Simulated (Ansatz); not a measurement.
Input and command of a plane-wave DFT calculation in Ansatz:

```yaml
crystal:
  lattice:
    - [2.8377635623, 0.0, 0.0]
    - [0.0, 2.8377635623, 0.0]
    - [0.0, 0.0, 2.8377635623]
  atoms:
    - { symbol: Al, position: [0.0, 0.0, 0.0] }
    - { symbol: Cu, position: [0.5, 0.5, 0.5] }
basis:
  ecutwfc: 420
kpoints:
  mp_grid: { grid: [20, 20, 20] }
hamiltonian:
  xc: pbesol
scf:
  occupations: { method: gaussian, width: 0.15 }
output:
  forces: true
  stress: true
  eigenvalues: true
  write_density: true
  write_potential: true
  elf: true
  volumetric_format: npy
```

```bash
ansatz run input.yaml --threads 2 --pin off --max-ram 5120MiB --backend cpu --events-out ev --progress --plain --runs-dir out
```

Processor: AMD EPYC (Zen 3), 2 threads, on a host shared with other jobs.

How long does it run, and how much memory does it take?

About 7.1 s on 2 threads of AMD EPYC (Zen 3) (shared host), peak memory 0.4 GiB. It solves 15 bands at 286 k points (the mesh reduced by symmetry) with about 461 plane waves, in 6 SCF iterations.
